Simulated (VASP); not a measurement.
**InAs: relaxation of cell and atoms with r2SCAN+rVV10**

Crystal: InAs.

```
CELL_PARAMETERS angstrom
0.00000 3.04315 3.04315
3.04315 0.00000 3.04315
3.04315 3.04315 0.00000
ATOMIC_POSITIONS crystal
In 0.00000 0.00000 0.00000
As 0.25000 0.25000 0.25000
```

```yaml
Program: VASP 6.6.1
Task: relaxation of cell and atoms
Functional: r2SCAN
Dispersion: rVV10
Potentials_or_basis: VASP PAW PBE potentials, release 64 (In_d, As)
Cutoff: 520 eV
k_mesh: 10 × 10 × 10
Occupations: gaussian, width 0.02 eV
Spin: no spin polarisation
Further_INCAR_settings: ALGO = Normal; EDIFF = 1e-07; IBRION = 2; EDIFFG = -0.002; NSW = 80; ISIF = 3
```

```yaml
Pressure_after_relaxing: 0.0 GPa
Band_gap_on_the_k_mesh: 0.12 eV, direct
```

Final structure:
```cif
data_structure
_symmetry_space_group_name_H-M 'P 1'
_symmetry_Int_Tables_number 1
_cell_length_a 4.3037
_cell_length_b 4.3037
_cell_length_c 4.3037
_cell_angle_alpha 60.000
_cell_angle_beta 60.000
_cell_angle_gamma 60.000
_cell_volume 56.36
loop_
_atom_site_label
_atom_site_type_symbol
_atom_site_fract_x
_atom_site_fract_y
_atom_site_fract_z
_atom_site_occupancy
In1 In 0.00000 0.00000 0.00000 1
As1 As 0.25000 0.25000 0.25000 1
```

Levels at points of the mesh, in eV from the valence-band top:
```
           k point  band 7  band 8  band 9  band 10  band 11  band 12
(0.00, 0.00, 0.00)    0.00    0.00    0.00     0.12     4.25     4.25
(0.50, 0.00, 0.00)   -5.80   -0.99   -0.99     1.25     5.01     5.01
(0.50, 0.50, 0.00)   -5.86   -2.34   -2.34     1.79     2.31     9.65
```

Run time: 2.7 min on 1 thread of AMD EPYC 9R45 96-Core Processor (Zen 5), on a shared host, peak memory 0.31 GiB.

Caveat: the relaxation stopped at its first step, so nothing moved; the PAW data sets were made with another functional, which shifts forces and pressure a little; spin-orbit coupling is left out, which moves the levels of the heavy elements. r2SCAN opens gaps a little over a GGA but as a rule still falls short of measured ones.
